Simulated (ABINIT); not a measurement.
# TaN (Fm-3m) in ABINIT: notebook

One crystal, TaN, is run at these levels: LDA-PZ, PBE, PBEsol, SOGGA, WC; tasks: band structure.

All numbers are computed with ABINIT 10.8.3 (patched build); they aren't measurements. Logs are shortened: lines on timing, memory, paths and dates and some standing lists are left out, and cuts for length are marked. The log counts tension as positive stress, the text compression.

## (1) Starting point

It takes space group Fm-3m (No. 225, cubic). The conventional cell has a = 4.423 Å, b = 4.423 Å, c = 4.423 Å, α = 90.00°, β = 90.00°, γ = 90.00°. Ta (site symmetry m-3m) has 6 N at 2.21 Å as nearest neighbours. N (site symmetry m-3m) has 6 Ta at 2.21 Å as nearest neighbours.

The cell comes from a database or a generator and needn't be the stable form of this composition.

## (2) Band structure, LDA-PZ, spin-orbit coupling, no magnetisation

Contents of run.abi:

```
# Datasets: ground state, then fixed potential
ndtset 2

# Pseudopotentials
pp_dirpath "./"
pseudos "Ta.LDA_PW-JTH.xml, N.LDA_PW-JTH.xml"

# Structure
acell 3*1.0 Angstrom
rprim
     0.0000000000     2.2113230000     2.2113230000
     2.2113230000     0.0000000000     2.2113230000
     2.2113230000     2.2113230000     0.0000000000
ntypat 2
znucl 73 7
natom 2
typat 1 2
xred
     0.5000000000     0.5000000000     0.5000000000
     0.0000000000     0.0000000000     0.0000000000

# Plane-wave basis
ecut 25.0
pawecutdg 47.0

# Exchange and correlation
ixc 2

# Bands and occupations
occopt 3
tsmear 0.05 eV

# Spin
nspinor 2
nspden 1
pawspnorb 1

# SCF cycle
nstep 100

# Output
iomode 3
prtwf 0
prteig 0
prtebands 0
prtden1 1
prtvha1 1
prtvclmb1 1
prtpot1 1

# Dataset 1
kptopt1 4
ngkpt1 10 10 10
nshiftk1 1
shiftk1 0.0 0.0 0.0
nband1 26
tolvrs1 1.0e-9

# Dataset 2: bands along G-X-W-K-G-L-U-W-L-K
iscf2 -2
getden2 1
nband2 38
nbdbuf2 8
tolwfr2 1.0e-11
kptopt2 -9
ndivsm2 8
prteig2 1
kptbounds2
     0.0000000000     0.0000000000     0.0000000000
     0.5000000000     0.0000000000     0.5000000000
     0.5000000000     0.2500000000     0.7500000000
     0.3750000000     0.3750000000     0.7500000000
     0.0000000000     0.0000000000     0.0000000000
     0.5000000000     0.5000000000     0.5000000000
     0.6250000000     0.2500000000     0.6250000000
     0.5000000000     0.2500000000     0.7500000000
     0.5000000000     0.5000000000     0.5000000000
     0.3750000000     0.3750000000     0.7500000000
```

Potentials or basis: JTH PAW LDA v2.0.

Command:

```bash
$ abinit run.abi > log 2>&1
```

run.abo:

```text
.Version 10.8.3 of ABINIT
 DATASET    1 : space group F4 3 2 (#209); Bravais cF (face-center cubic)
================================================================================
 Values of the parameters that define the memory need for DATASET  1.
     intxc =       0    ionmov =       0      iscf =      17    lmnmax =      18
     lnmax =       6     mgfft =      30  mpssoang =       3    mqgrid =    3001
     natom =       2  nloc_mem =       2    nspden =       1   nspinor =       2
    nsppol =       1      nsym =      24    n1xccc =       1    ntypat =       2
    occopt =       3   xclevel =       1
       mpw =         893          nfft =       27000          nkpt =          55
 PAW method is used; the additional fine FFT grid is defined by:
   mgfftf=        40    nfftf =     64000
================================================================================
================================================================================

 DATASET    2 : space group F4 3 2 (#209); Bravais cF (face-center cubic)
================================================================================
 Values of the parameters that define the memory need for DATASET  2.
     intxc =       0    ionmov =       0      iscf =      -2    lmnmax =      18
     lnmax =       6     mgfft =      30  mpssoang =       3    mqgrid =    3001
     natom =       2  nloc_mem =       2    nspden =       1   nspinor =       2
    nsppol =       1      nsym =      24    n1xccc =       1    ntypat =       2
    occopt =       3   xclevel =       1
       mpw =         893          nfft =       27000          nkpt =         139
 PAW method is used; the additional fine FFT grid is defined by:
   mgfftf=        40    nfftf =     64000
================================================================================
================================================================================

--------------------------------------------------------------------------------
------------- Echo of variables that govern the present computation ------------
--------------------------------------------------------------------------------
 -outvars: echo values of preprocessed input variables --------
            acell      1.8897261259E+00  1.8897261259E+00  1.8897261259E+00 Bohr
              amu      1.80947900E+02  1.40067400E+01
             ecut      2.50000000E+01 Hartree
           getden1          0
           getden2          1
             iscf1         17
             iscf2         -2
                       outvar_i_n : Printing only first  50 k-points.
              ixc           2
           jdtset        1    2
                       outvar_i_n : Printing only first  50 k-points.
           kptopt1          4
           kptopt2         -9
         kptrlatt       10    0    0      0   10    0      0    0   10
          kptrlen1     5.90970835E+01
          kptrlen2     3.00000000E+01
            natom           2
            nband1         26
            nband2         38
           nbdbuf1          0
           nbdbuf2          8
           ndtset           2
           ndivsm1          0
           ndivsm2          8
            ngfft          30      30      30
          ngfftdg          40      40      40
             nkpt1         55
             nkpt2        139
          nspinor           2
            nstep         100
             nsym          24
           ntypat           2
                       prtocc : prtvol=0, do not print more k-points.
           occopt           3
[... 304 lines left out ...]

 Fine grid specifications (used for densities):

 getcut: wavevector=  0.0000  0.0000  0.0000  ngfft=  40  40  40
         ecut(hartree)=     47.000   => boxcut(ratio)=   2.19321
--------------------------------------------------------------------------------

================================================================================
 Non-SCF case, kpt    1 (  0.00000  0.00000  0.00000), residuals and eigenvalues=
  1.97E-12  4.52E-12  2.69E-12  6.19E-12  2.76E-12  6.18E-12  3.13E-12  7.02E-12
  4.71E-12  9.06E-12  6.26E-12  3.87E-12  3.82E-12  4.55E-12  2.86E-12  8.06E-12
  4.45E-12  9.26E-12  3.94E-12  4.17E-12  3.69E-12  6.58E-12  4.62E-12  5.27E-12
  3.31E-12  5.21E-12  3.05E-12  5.08E-12  1.20E-12  1.92E-12  1.47E-07  3.17E-07
  2.00E-06  1.60E-05  7.40E-07  1.12E-05  1.06E-06  1.01E-05
 -2.3362E+00 -2.3362E+00 -1.2957E+00 -1.2957E+00 -1.0008E+00 -1.0008E+00
 -1.0008E+00 -1.0008E+00 -4.5952E-01 -4.5952E-01  7.7935E-02  7.7935E-02
  8.5180E-02  8.5180E-02  8.5180E-02  8.5180E-02  1.3696E-01  1.3696E-01
  1.3696E-01  1.3696E-01  1.5092E-01  1.5092E-01  2.2045E-01  2.2045E-01
  2.2045E-01  2.2045E-01  2.7587E-01  2.7587E-01  5.6718E-01  5.6718E-01
[... 1782 lines left out ...]
  9.7237E-01  9.7238E-01
 Non-SCF case, kpt  139 (  0.37500  0.37500  0.75000), residuals and eigenvalues=
  2.80E-12  5.15E-12  2.92E-12  6.03E-12  3.31E-12  9.79E-12  3.73E-12  7.26E-12
  3.76E-12  8.66E-12  3.95E-12  9.74E-12  3.57E-12  6.98E-12  5.99E-12  6.37E-12
  2.70E-12  5.63E-12  3.46E-12  8.23E-12  2.33E-12  4.88E-12  4.62E-12  5.98E-12
  4.09E-12  5.69E-12  2.75E-12  5.70E-12  3.03E-12  8.43E-12  2.61E-12  9.79E-12
  6.42E-11  1.63E-10  1.29E-08  3.91E-07  1.59E-08  3.70E-06
 -2.3338E+00 -2.3338E+00 -1.3048E+00 -1.3048E+00 -1.0250E+00 -1.0250E+00
 -1.0147E+00 -1.0147E+00 -3.9061E-01 -3.9061E-01 -6.0023E-02 -6.0023E-02
 -2.5505E-02 -2.5505E-02 -1.1946E-03 -1.1946E-03  1.3891E-01  1.3891E-01
  3.0088E-01  3.0088E-01  3.1376E-01  3.1376E-01  3.8426E-01  3.8426E-01
  3.9866E-01  3.9866E-01  5.1633E-01  5.1633E-01  5.9519E-01  5.9519E-01
  6.8947E-01  6.8947E-01  8.0565E-01  8.0565E-01  9.3627E-01  9.3627E-01
  9.6985E-01  9.6985E-01

--- !ResultsGS
iteration_state: {dtset: 2, }
comment   : Summary of ground state results
lattice_vectors:
- [  0.0000000,   4.1787948,   4.1787948, ]
- [  4.1787948,   0.0000000,   4.1787948, ]
- [  4.1787948,   4.1787948,   0.0000000, ]
lattice_lengths: [   5.90971,    5.90971,    5.90971, ]
lattice_angles: [ 60.000,  60.000,  60.000, ] # degrees, (23, 13, 12)
lattice_volume:   1.4594296E+02
convergence: {deltae:  0.000E+00, res2:  0.000E+00, residm:  9.991E-12, diffor:  0.000E+00, }
etotal    :  -6.93922734E+01
entropy   :   0.00000000E+00
fermie    :   2.19650724E-01
cartesian_stress_tensor: null
pressure_GPa: null
xred      :
- [  5.0000E-01,   5.0000E-01,   5.0000E-01, Ta]
- [  0.0000E+00,   0.0000E+00,   0.0000E+00,  N]
cartesian_forces: null
force_length_stats: {min: null, max: null, mean: null, }
...

 Integrated electronic density in atomic spheres:
 ------------------------------------------------
 Atom  Sphere_radius  Integrated_density
    1        2.41973         10.73686585
    2        1.20497          2.53201136

================================================================================

 ----iterations are completed or convergence reached----

 Mean square residual over all n,k,spin=   51.732E-13; max=  99.907E-13
 reduced coordinates (array xred) for    2 atoms
       0.500000000000      0.500000000000      0.500000000000
       0.000000000000      0.000000000000      0.000000000000

 cartesian coordinates (angstrom) at end:
    1      2.21132300000000     2.21132300000000     2.21132300000000
    2      0.00000000000000     0.00000000000000     0.00000000000000
 length scales=  1.889726125908  1.889726125908  1.889726125908 bohr
              =  1.000000000000  1.000000000000  1.000000000000 angstroms
 Eigenvalues (hartree) for nkpt= 139  k points:
 kpt#   1, nband= 38, wtk=  1.00000, kpt=  0.0000  0.0000  0.0000 (reduced coord)
  -2.33623   -2.33623   -1.29572   -1.29572   -1.00077   -1.00077   -1.00077   -1.00077
  -0.45952   -0.45952    0.07794    0.07794    0.08518    0.08518    0.08518    0.08518
   0.13696    0.13696    0.13696    0.13696    0.15092    0.15092    0.22045    0.22045
   0.22045    0.22045    0.27587    0.27587    0.56718    0.56718    1.09091    1.09091
   1.09091    1.09092    1.11043    1.11044    1.11507    1.11507
 kpt#   2, nband= 38, wtk=  1.00000, kpt=  0.0217  0.0000  0.0217 (reduced coord)
  -2.33622   -2.33622   -1.29576   -1.29576   -1.00091   -1.00091   -1.00083   -1.00083
  -0.45895   -0.45895    0.07519    0.07519    0.08125    0.08125    0.08375    0.08375
   0.13710    0.13710    0.13959    0.13959    0.15227    0.15227    0.22072    0.22072
   0.22480    0.22480    0.27771    0.27771    0.56891    0.56891    1.07314    1.07314
   1.08747    1.08747    1.10525    1.10526    1.12749    1.12758
 kpt#   3, nband= 38, wtk=  1.00000, kpt=  0.0435  0.0000  0.0435 (reduced coord)
  -2.33619   -2.33619   -1.29590   -1.29590   -1.00135   -1.00135   -1.00100   -1.00100
  -0.45728   -0.45728    0.06429    0.06429    0.07500    0.07500    0.08003    0.08003
   0.13618    0.13618    0.14651    0.14651    0.15709    0.15709    0.22156    0.22156
   0.23518    0.23518    0.28398    0.28398    0.57405    0.57405    1.04557    1.04557
[... 803 lines left out ...]
   0.41980    0.41980    0.53176    0.53176    0.59647    0.59647    0.67279    0.67279
   0.79269    0.79269    0.94642    0.94642    0.97585    0.97585
 kpt# 138, nband= 38, wtk=  1.00000, kpt=  0.3839  0.3839  0.7321 (reduced coord)
  -2.33378   -2.33378   -1.30473   -1.30473   -1.02493   -1.02493   -1.01454   -1.01454
  -0.38787   -0.38787   -0.06713   -0.06713   -0.02682   -0.02682   -0.00604   -0.00604
   0.14900    0.14900    0.29665    0.29665    0.30928    0.30928    0.38245    0.38245
   0.40946    0.40946    0.52458    0.52458    0.59896    0.59896    0.67799    0.67799
   0.80181    0.80181    0.93773    0.93773    0.97237    0.97238
 kpt# 139, nband= 38, wtk=  1.00000, kpt=  0.3750  0.3750  0.7500 (reduced coord)
  -2.33376   -2.33376   -1.30480   -1.30480   -1.02495   -1.02495   -1.01475   -1.01475
  -0.39061   -0.39061   -0.06002   -0.06002   -0.02550   -0.02550   -0.00119   -0.00119
   0.13891    0.13891    0.30088    0.30088    0.31376    0.31376    0.38426    0.38426
   0.39866    0.39866    0.51633    0.51633    0.59519    0.59519    0.68947    0.68947
   0.80565    0.80565    0.93627    0.93627    0.96985    0.96985

== END DATASET(S) ==============================================================
================================================================================

 -outvars: echo values of variables after computation  --------
            acell      1.8897261259E+00  1.8897261259E+00  1.8897261259E+00 Bohr
           etotal1    -6.9392273365E+01
            fcart1    -0.0000000000E+00 -0.0000000000E+00 -0.0000000000E+00
                      -0.0000000000E+00 -0.0000000000E+00 -0.0000000000E+00
            rprim      0.0000000000E+00  2.2113230000E+00  2.2113230000E+00
                       2.2113230000E+00  0.0000000000E+00  2.2113230000E+00
                       2.2113230000E+00  2.2113230000E+00  0.0000000000E+00
           strten1     5.8700254072E-04  5.8700254072E-04  5.8700254072E-04
                       0.0000000000E+00  0.0000000000E+00  0.0000000000E+00
           xangst      2.2113230000E+00  2.2113230000E+00  2.2113230000E+00
                       0.0000000000E+00  0.0000000000E+00  0.0000000000E+00
             xred      5.0000000000E-01  5.0000000000E-01  5.0000000000E-01
                       0.0000000000E+00  0.0000000000E+00  0.0000000000E+00
 Calculation completed.
```

It took 4.3 min on 1 thread of Intel Xeon 6975P-C (Granite Rapids), shared host; peak memory 0.22 GiB.

Results:

* Free energy: -1888.2600 eV
* Band gap on the k mesh: none (metal or under the smearing width)
* Valence electrons inside the program's atomic spheres: Ta 10.74; N 2.53

Levels at the corners of the path, in eV from the Fermi level:
| point | band 14 | band 15 | band 16 | band 17 | band 18 | band 19 | band 20 | band 21 | band 22 | band 23 |
| --- | --- | --- | --- | --- | --- | --- | --- | --- | --- | --- |
| Γ | -3.66 | -3.66 | -3.66 | -2.25 | -2.25 | -2.25 | -2.25 | -1.87 | -1.87 | 0.02 |
| X | -5.37 | -4.64 | -4.64 | -4.33 | -4.33 | 1.94 | 1.94 | 3.09 | 3.09 | 3.66 |
| W | -6.92 | -6.37 | -6.37 | -0.27 | -0.27 | -0.13 | -0.13 | 3.25 | 3.25 | 4.12 |
| K | -6.67 | -6.01 | -6.01 | -2.20 | -2.20 | 2.21 | 2.21 | 2.56 | 2.56 | 4.48 |
| Γ | -3.66 | -3.66 | -3.66 | -2.25 | -2.25 | -2.25 | -2.25 | -1.87 | -1.87 | 0.02 |
| L | -7.49 | -7.40 | -7.40 | 1.66 | 1.66 | 1.72 | 1.72 | 2.14 | 2.14 | 3.84 |
| U | -6.67 | -6.01 | -6.01 | -2.20 | -2.20 | 2.21 | 2.21 | 2.56 | 2.56 | 4.48 |
| W | -6.92 | -6.37 | -6.37 | -0.27 | -0.27 | -0.13 | -0.13 | 3.25 | 3.25 | 4.12 |
| L | -7.49 | -7.40 | -7.40 | 1.66 | 1.66 | 1.72 | 1.72 | 2.14 | 2.14 | 3.84 |
| K | -6.67 | -6.01 | -6.01 | -2.20 | -2.20 | 2.21 | 2.21 | 2.56 | 2.56 | 4.48 |

Caveat: the cutoff is too short for stress, so the log's stress isn't used; the highest band is partly filled, so the run has too few bands.

## (3) Band structure, PBE

Changes to run.abi since step 2:

```diff
@@ -5,10 +5,10 @@
 pp_dirpath "./"
-pseudos "Ta.LDA_PW-JTH.xml, N.LDA_PW-JTH.xml"
+pseudos "Ta.upf, N.upf"
 
 # Structure
-acell 3*1.0 Angstrom
+acell 3*1.0
 rprim
-     0.0000000000     2.2113230000     2.2113230000
-     2.2113230000     0.0000000000     2.2113230000
-     2.2113230000     2.2113230000     0.0000000000
+     0.0000000000     4.1787948431     4.1787948431
+     4.1787948431     0.0000000000     4.1787948431
+     4.1787948431     4.1787948431     0.0000000000
 ntypat 2
@@ -22,7 +22,6 @@
 # Plane-wave basis
-ecut 25.0
-pawecutdg 47.0
+ecut 1142.878222 eV
 
 # Exchange and correlation
-ixc 2
+ixc 11
 
@@ -31,7 +30,2 @@
 tsmear 0.05 eV
-
-# Spin
-nspinor 2
-nspden 1
-pawspnorb 1
 
@@ -45,9 +39,7 @@
 prtebands 0
+enunit 1
 prtden1 1
-prtvha1 1
-prtvclmb1 1
-prtpot1 1
 
 # Dataset 1
-kptopt1 4
+kptopt1 1
 ngkpt1 10 10 10
@@ -55,4 +47,4 @@
 shiftk1 0.0 0.0 0.0
-nband1 26
-tolvrs1 1.0e-9
+nband1 13
+tolvrs1 1.0e-10
 
@@ -61,4 +53,4 @@
 getden2 1
-nband2 38
-nbdbuf2 8
+nband2 19
+nbdbuf2 4
 tolwfr2 1.0e-11
@@ -67,2 +59,3 @@
 prteig2 1
+prtvol2 -3
 kptbounds2
```

Potentials or basis: PseudoDojo NC SR PBE v0.4.1 standard.

Command:

```bash
$ abinit run.abi > log 2>&1
```

It took 69 s on 1 thread of Intel Xeon 6975P-C (Granite Rapids), shared host; peak memory 0.14 GiB.

The run converged. Its results:

```
Free energy                                           : -2055.5575 eV
Pressure                                              : -1.6 GPa
Band gap on the k mesh                                : none (metal or under the smearing width)
Valence electrons inside the program's atomic spheres : Ta 9.27; N 5.34
```

Levels at the corners of the path, in eV from the Fermi level:
```
point  band 5  band 6  band 7  band 8  band 9  band 10  band 11  band 12  band 13  band 14
    Γ  -18.72   -3.82   -3.82   -3.82   -2.07    -2.07    -2.07     0.06     0.06     1.34
    X  -17.48   -6.64   -5.36   -4.64   -4.64     2.06     3.43     3.43     4.33     6.62
    W  -16.85   -7.38   -6.74   -6.74   -0.21    -0.21     3.45     3.91     4.40     9.65
    K  -16.90   -7.62   -6.78   -6.13   -2.21     2.38     2.47     4.40     4.89     8.15
    Γ  -18.72   -3.82   -3.82   -3.82   -2.07    -2.07    -2.07     0.06     0.06     1.34
    L  -15.81  -10.26   -7.48   -7.48    1.83     1.83     1.91     3.71     7.32     7.32
    U  -16.90   -7.62   -6.78   -6.13   -2.21     2.38     2.47     4.40     4.89     8.15
    W  -16.85   -7.38   -6.74   -6.74   -0.21    -0.21     3.45     3.91     4.40     9.65
    L  -15.81  -10.26   -7.48   -7.48    1.83     1.83     1.91     3.71     7.32     7.32
    K  -16.90   -7.62   -6.78   -6.13   -2.21     2.38     2.47     4.40     4.89     8.15
```

Caveat: the highest band is partly filled, so the run has too few bands; spin-orbit coupling is left out, which moves the levels of the heavy elements.

(Part 1 of 2 ends here.)
